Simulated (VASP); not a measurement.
# The (0 0 1) face of Te2Mo: relaxation and electronic structure, part 2 of 5

Aim: model the (0 0 1) face of Te2Mo by a slab and find how far its highest filled level lies below the vacuum. The start is a cell from a database of measured crystal structures.

VASP 6.6.1; PBE, no spin polarisation; plane waves and PAW (Te, Mo).

So far. Step 2 (The bulk reference): Energy at zero smearing: -36.00344 eV.

## Step 4: Going on with the relaxation

The relaxation goes on from where it stopped.

Contents of INCAR:

```
SYSTEM = Te2Mo
PREC = Normal
ENCUT = 300
EDIFF = 1E-05
NELM = 120
ISMEAR = 0
SIGMA = 0.05
LREAL = .FALSE.
ALGO = Fast
GGA = PE
NBANDS = 48
LASPH = .TRUE.
LORBIT = 11
LWAVE = .FALSE.
LCHARG = .FALSE.
KPAR = 2
IBRION = 2
NSW = 40
ISIF = 2
EDIFFG = -0.03
POTIM = 0.25
MAXMIX = 40
IDIPOL = 3
LDIPOL = .TRUE.
DIPOL = 0.5 0.5 0.5
```

Contents of POSCAR:

```
Te2Mo
1.0
    3.5181997507      0.0000000000      0.0000000000
   -1.7590998754      3.0468503598      0.0000000000
    0.0000000000      0.0000000000     39.5655888000
Te Mo
8 4
Selective dynamics
Direct
    0.3333333300      0.6666666700      0.1895586600  F F F
    0.3333333300      0.6666666700      0.2806779600  F F F
    0.6666666700      0.3333333300      0.3661464500  F F F
    0.6666666700      0.3333333300      0.4572657500  F F F
    0.3333333300      0.6666666700      0.5465701433  T T T
    0.3333333300      0.6666666700      0.6383950524  T T T
    0.6666666700      0.3333333300      0.7372528708  T T T
    0.6666666700      0.3333333300      0.8292997654  T T T
    0.6666666700      0.3333333300      0.2351183100  F F F
    0.3333333300      0.6666666700      0.4117061000  F F F
    0.6666666700      0.3333333300      0.5924225245  T T T
    0.3333333300      0.6666666700      0.7829962970  T T T
```

Contents of KPOINTS:

```
Automatic mesh
0
Gamma
6 6 1
0 0 0
```

The projector-augmented-wave data sets are Te and Mo (PBE family, release 64).

Command:

```
mpirun -np 2 vasp_std
```

What it wrote:

```text
[... set-up lines as in an earlier step ...]
 entering main loop
       N       E                     dE             d eps       ncg     rms          rms(c)
DAV:   1     0.299600674885E+03    0.29960E+03   -0.19933E+04   688   0.780E+02
DAV:   2    -0.450464265904E+02   -0.34465E+03   -0.33001E+03   904   0.178E+02
DAV:   3    -0.734081306224E+02   -0.28362E+02   -0.27817E+02   832   0.545E+01
DAV:   4    -0.748009287744E+02   -0.13928E+01   -0.13818E+01  1064   0.123E+01
DAV:   5    -0.748290669679E+02   -0.28138E-01   -0.28084E-01   912   0.201E+00    0.325E+01
RMM:   6    -0.729683303682E+02    0.18607E+01   -0.99129E+00   696   0.898E+00    0.129E+01
RMM:   7    -0.725671556196E+02    0.40117E+00   -0.58822E+00   687   0.623E+00    0.869E+00
RMM:   8    -0.720500190554E+02    0.51714E+00   -0.19738E+00   680   0.491E+00    0.132E+00
RMM:   9    -0.720792740610E+02   -0.29255E-01   -0.39720E-01   736   0.185E+00    0.676E-01
RMM:  10    -0.720702303445E+02    0.90437E-02   -0.36997E-02   731   0.630E-01    0.401E-01
RMM:  11    -0.720702208356E+02    0.95090E-05   -0.23850E-02   685   0.472E-01    0.328E-01
RMM:  12    -0.720689836194E+02    0.12372E-02   -0.42860E-03   705   0.245E-01    0.995E-02
RMM:  13    -0.720690076452E+02   -0.24026E-04   -0.14943E-03   842   0.106E-01    0.601E-02
RMM:  14    -0.720689910797E+02    0.16566E-04   -0.27875E-04   761   0.443E-02    0.338E-02
   1 F= -.72069000E+02 E0= -.72069000E+02  d E =-.720690E+02
 curvature:   0.00 expect dE= 0.000E+00 dE for cont linesearch  0.000E+00
 trial: gam= 0.00000 g(F)=  0.241E-02 g(S)=  0.000E+00 ort = 0.000E+00 (trialstep = 0.100E+01)
 search vector abs. value=  0.241E-02
 bond charge predicted
       N       E                     dE             d eps       ncg     rms          rms(c)
DAV:   1    -0.720704681677E+02   -0.14771E-02   -0.13017E-01   776   0.104E+00    0.177E-01
RMM:   2    -0.720705216272E+02   -0.53459E-04   -0.15236E-03   681   0.128E-01    0.755E-02
RMM:   3    -0.720705205510E+02    0.10762E-05   -0.39602E-04   679   0.682E-02    0.377E-02
RMM:   4    -0.720705736114E+02   -0.53060E-04   -0.19002E-04   658   0.471E-02    0.279E-02
RMM:   5    -0.720705957922E+02   -0.22181E-04   -0.85721E-05   613   0.240E-02    0.257E-02
RMM:   6    -0.720706071713E+02   -0.11379E-04   -0.56259E-05   581   0.247E-02    0.699E-03
RMM:   7    -0.720706248764E+02   -0.17705E-04   -0.17831E-05   438   0.116E-02    0.825E-03
RMM:   8    -0.720706478798E+02   -0.23003E-04   -0.46831E-06   419   0.742E-03    0.317E-03
RMM:   9    -0.720706681406E+02   -0.20261E-04   -0.13630E-06   302   0.387E-03    0.118E-03
RMM:  10    -0.720706786278E+02   -0.10487E-04   -0.69848E-07   255   0.311E-03    0.106E-03
RMM:  11    -0.720706949762E+02   -0.16348E-04   -0.63233E-07   225   0.302E-03    0.751E-04
RMM:  12    -0.720706971820E+02   -0.22058E-05   -0.16506E-07   188   0.272E-03
   2 F= -.72070697E+02 E0= -.72070697E+02  d E =-.169709E-02
[...]
3 F= -.72070791E+02 E0= -.72070791E+02  d E =-.179131E-02
[...]
4 F= -.72070736E+02 E0= -.72070736E+02  d E =-.173637E-02
 curvature:   3.51 expect dE= 0.789E-03 dE for cont linesearch  0.455E-03
 ZBRENT: bracketing found
 ZBRENT: interpolating
 opt :   1.3527  next Energy=   -72.070807 (dE=-0.181E-02)
 bond charge predicted
       N       E                     dE             d eps       ncg     rms          rms(c)
DAV:   1    -0.720708052983E+02   -0.73422E-04   -0.12532E-02   704   0.319E-01    0.616E-02
RMM:   2    -0.720708179608E+02   -0.12662E-04   -0.10711E-04   557   0.349E-02    0.216E-02
RMM:   3    -0.720708153914E+02    0.25694E-05   -0.13715E-05   388   0.130E-02
   5 F= -.72070815E+02 E0= -.72070815E+02  d E =-.181530E-02
 curvature:  -0.12 expect dE=-0.764E-05 dE for cont linesearch -0.242E-06
 trial: gam=-0.00248 g(F)=  0.639E-04 g(S)=  0.000E+00 ort = 0.698E-04 (trialstep = 0.107E+01)
 search vector abs. value=  0.635E-04
 reached required accuracy - stopping structural energy minimisation
```

The job ended after 55 s (2 MPI ranks of AMD EPYC 9R14 (Zen 4), shared host; peak memory 0.42 GiB; 1.8 min of CPU time).

From OUTCAR (step 4):

```text
 Subroutine GETGRP returns: Found  6 space group operations
 (whereof  6 operations were pure point group operations)

The static configuration has the point symmetry C_3v.

 Found      7 irreducible k-points:

   NELECT =      72.0000    total number of electrons

 dipolmoment           0.000000      0.000000      0.000268 electrons x Angstroem

 E-fermi :   3.7123

 k-point     1 :       0.0000    0.0000    0.0000
  band No.  band energies     occupation
    ...
     32       2.5497      2.00000
     33       2.6121      2.00000
     34       3.0323      2.00000
     35       3.2811      2.00000
     36       3.4498      2.00000
     37       6.4738      0.00000
     38       6.4738      0.00000
     39       6.5206      0.00000
     40       6.5206      0.00000
     41       6.5531      0.00000
    ...

 k-point     2 :       0.1667    0.0000    0.0000
  band No.  band energies     occupation
    ...
     32       2.6706      2.00000
     33       2.6802      2.00000
     34       2.9662      2.00000
     35       3.0638      2.00000
     36       3.1502      2.00000
     37       5.3047      0.00000
     38       5.3697      0.00000
     39       5.4422      0.00000
     40       5.5193      0.00000
     41       5.5793      0.00000
    ...

  Total        3.1287543      3.1287543      2.1669616     -0.0000000      0.0000000      0.0000000
  in kB       11.8193282     11.8193282      8.1860150     -0.0000000      0.0000000      0.0000000
  external PRESSURE =      10.6082238 kB  Pullay stress =       0.0000000 kB

 POSITION                                       TOTAL-FORCE (eV/Angst)
 -----------------------------------------------------------------------------------
     -0.00000      2.03123      7.50000        -0.000000      0.000000     -0.201835
     -0.00000      2.03123     11.10519         0.000000     -0.000000      0.132045
      1.75910      1.01562     14.48680         0.000000     -0.000000     -0.127026
      1.75910      1.01562     18.09199        -0.000000      0.000000      0.166131
     -0.00000      2.03123     21.62524        -0.000000      0.000000      0.023205
     -0.00000      2.03123     25.25820         0.000000      0.000000      0.019698
      1.75910      1.01562     29.16728         0.000000     -0.000000      0.029323
      1.75910      1.01562     32.80643         0.000000     -0.000000     -0.021450
      1.75910      1.01562      9.30259        -0.000000      0.000000     -0.058065
     -0.00000      2.03123     16.28939        -0.000000      0.000000      0.016054
      1.75910      1.01562     23.44197        -0.000000      0.000000      0.019934
     -0.00000      2.03123     30.98781        -0.000000      0.000000      0.001985
 -----------------------------------------------------------------------------------
    total drift:                               -0.000000     -0.000000      0.002415

  FREE ENERGIE OF THE ION-ELECTRON SYSTEM (eV)
  ---------------------------------------------------
  free  energy   TOTEN  =       -72.0708153914 eV

  energy  without entropy=      -72.0708153914  energy(sigma->0) =      -72.07081539

 reached required accuracy - stopping structural energy minimisation

 vacuum level on the upper side and lower side of the slab         8.166         7.992

 total charge
# of ion       s       p       d       tot
------------------------------------------
    1        1.384   1.980   0.061   3.426
    2        1.387   1.975   0.064   3.426
    3        1.387   1.975   0.064   3.425
    4        1.386   1.975   0.063   3.425
    5        1.386   1.971   0.062   3.419
    6        1.386   1.973   0.061   3.419
    7        1.386   1.972   0.060   3.418
    8        1.385   1.975   0.060   3.419
    9        0.361   0.442   4.418   5.221
   10        0.361   0.441   4.419   5.221
   11        0.358   0.435   4.401   5.194
   12        0.356   0.434   4.397   5.187
--------------------------------------------------
tot         12.523  17.548  18.130  48.201

[... 6 parts as in an earlier step ...]

[... 6 further parts left out ...]
```

CONTCAR:

```
Te2Mo
   1.00000000000000
     3.5181997507000000    0.0000000000000000    0.0000000000000000
    -1.7590998754000000    3.0468503598000001    0.0000000000000000
     0.0000000000000000    0.0000000000000000   39.5655888000000004
  Te              Mo
     8     4
Selective dynamics
Direct
     0.3333333300000021    0.6666666699999979    0.1895586600000030   F   F   F
     0.3333333300000021    0.6666666699999979    0.2806779599999984   F   F   F
     0.6666666699999979    0.3333333300000021    0.3661464500000022   F   F   F
     0.6666666699999979    0.3333333300000021    0.4572657499999977   F   F   F
     0.3333333300000021    0.6666666699999979    0.5465668086906639   T   T   T
     0.3333333300000021    0.6666666699999979    0.6383880031101442   T   T   T
     0.6666666699999979    0.3333333300000021    0.7371880170293620   T   T   T
     0.6666666699999979    0.3333333300000021    0.8291656557724069   T   T   T
     0.6666666699999979    0.3333333300000021    0.2351183099999972   F   F   F
     0.3333333300000021    0.6666666699999979    0.4117061000000035   F   F   F
     0.6666666699999979    0.3333333300000021    0.5924838665244488   T   T   T
     0.3333333300000021    0.6666666699999979    0.7832010491185184   T   T   T
```

The run keeps the 6 symmetry operations of its start, so it cannot find a distortion of lower symmetry.

Step by step:

```tsv
step	energy less that of the first step (eV)	largest force (eV/Å)
1	0.0000	0.2483
2	-0.0017	0.0633
3	-0.0018	0.0323
4	-0.0017	0.0655
5	-0.0018	0.0293
```

The relaxed structure:

```
Te Mo
1.0
     3.51820    0.00000    0.00000
    -1.75910    3.04685    0.00000
     0.00000    0.00000   39.56559
Te Mo
8 4
Direct
  0.33333 0.66667 0.18956
  0.33333 0.66667 0.28068
  0.66667 0.33333 0.36615
  0.66667 0.33333 0.45727
  0.33333 0.66667 0.54657
  0.33333 0.66667 0.63839
  0.66667 0.33333 0.73719
  0.66667 0.33333 0.82917
  0.66667 0.33333 0.23512
  0.33333 0.66667 0.41171
  0.66667 0.33333 0.59248
  0.33333 0.66667 0.78320
```

A gap read on the k-mesh alone can miss the band edges.

This step gave:

| Property | Result |
| --- | --- |
| electronic cycles | 35 |
| electrons | 72 |
| free energy (TOTEN) | -72.0708 eV |
| Fermi energy | 3.712 eV |
| dipole moment | 0, 0, 2.68e-4 e·Å |
| gap on the k-mesh | 0.9687 eV |
| least direct gap on the k-mesh | 1.054 eV |

The run ended after 5 ionic steps, 0.002 eV below its first step, once the forces on the free atoms met EDIFFG = -0.03.

Only the dipole across the slab is computed (IDIPOL = 3); zeros along the plane are no results.

(Part 2 of 5 ends here.)

[Lines on the potential files, build, host, timing and source positions are cut from VASP's logs without a mark.]

[Logs are printed without paths, hosts, clocks, repeated set-up lines and the standing remarks that a program may print on its own settings, such as how far it seeks lower states.]

[Hosts, paths, dates, database ids (printed as entryN), source tags and the programs' standing remarks are cut or masked in the printed files.]

[In band tables of VASP the shares of atoms and orbitals are scaled to a sum of 1 inside the atoms' spheres.]

[Runs that stopped without an error message from VASP are left out.]
